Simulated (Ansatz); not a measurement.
**ZrS2: a prediction, then the measurements**

The calculation used Ansatz 0.2.0, DFT PBE+D3(BJ), scalar-relativistic, plane waves, PAW.

Plane waves to 420 eV, a k mesh through Γ of 9×9×6 on the computed 3-atom cell and Gaussian smearing (0.02 eV); no spin polarisation.

Relaxed structure, symmetry kept:

```cif
data_structure
_symmetry_space_group_name_H-M 'P 1'
_symmetry_Int_Tables_number 1
_cell_length_a 3.6351
_cell_length_b 3.6351
_cell_length_c 5.7204
_cell_angle_alpha 90.000
_cell_angle_beta 90.000
_cell_angle_gamma 120.000
_cell_volume 65.46
loop_
_atom_site_label
_atom_site_type_symbol
_atom_site_fract_x
_atom_site_fract_y
_atom_site_fract_z
_atom_site_occupancy
Zr1 Zr 0.00000 0.00000 0.00000 1
S1 S 0.66667 0.33333 0.74473 1
S2 S 0.33333 0.66667 0.25527 1
```

```json
{
  "Space group": "P-3m1 (No. 164)",
  "Volume per atom": "21.82 Å³",
  "Kohn–Sham band gap": "0.66 eV, indirect from Γ to L",
  "Löwdin character of the top 1 eV of the valence band": "S 3p 91 %",
  "Löwdin character of the lowest 1 eV of the conduction band": "Zr 4d 75 %, S 3p 19 %",
  "Electron masses at the edge by Cartesian direction of the standard setting (m_e; degenerate bands sorted by energy; no spin-orbit coupling)": "x: 0.29; y: 1.1; z: 1.1",
  "Hole masses at the edge by Cartesian direction of the standard setting (m_e; degenerate bands sorted by energy; no spin-orbit coupling)": "x: 17; y: 18; z: 0.21",
  "Electronic dielectric constant xx, yy, zz of the standard setting (independent particles)": "12.6, 12.6, 9.4",
  "Bader charges (e)": "Zr (1 in the cell) 2.06, S (2 in the cell) -1.03"
}
```

An odd mesh misses points on the zone edge, so a gap read on it can be too wide.

**Experimental background.**

From “High temperature equilibrium of 3D and 2D chalcogenide perovskites”, 2022, arxiv:2212.01429, for a bulk crystal of ZrS2: lattice constant a 3.663 Å; lattice constant c 5.821 Å.

From “Stress-Tuned Optical Transitions in Layered 1T-MX2 (M= Hf, Zr, Sn; X= S, Se) Crystals”, 2022, arxiv:2210.12074, for a bulk crystal of ZrS2: band gap 1.68 eV (indirect).

A measured lattice constant a of ZrS2 is 3.663 Å (quoted in the paper above); the calculated 3.635 Å misses it by -0.8 %. Against the measured lattice constant c of ZrS2, 5.821 Å (quoted in the paper above), the calculated 5.720 Å is off by -1.7 %. The calculation is for 0 K without zero-point motion. A measured band gap of ZrS2 is 1.68 eV (indirect; quoted in the paper above); the calculated 0.66 eV misses it by -1.02 eV. So large a miss may mean another phase, state or a wrong row. Kohn–Sham gaps of semilocal functionals fall short of measured ones as a rule; spin-orbit coupling, left out here, would usually lower the calculated gap of a compound with heavy elements.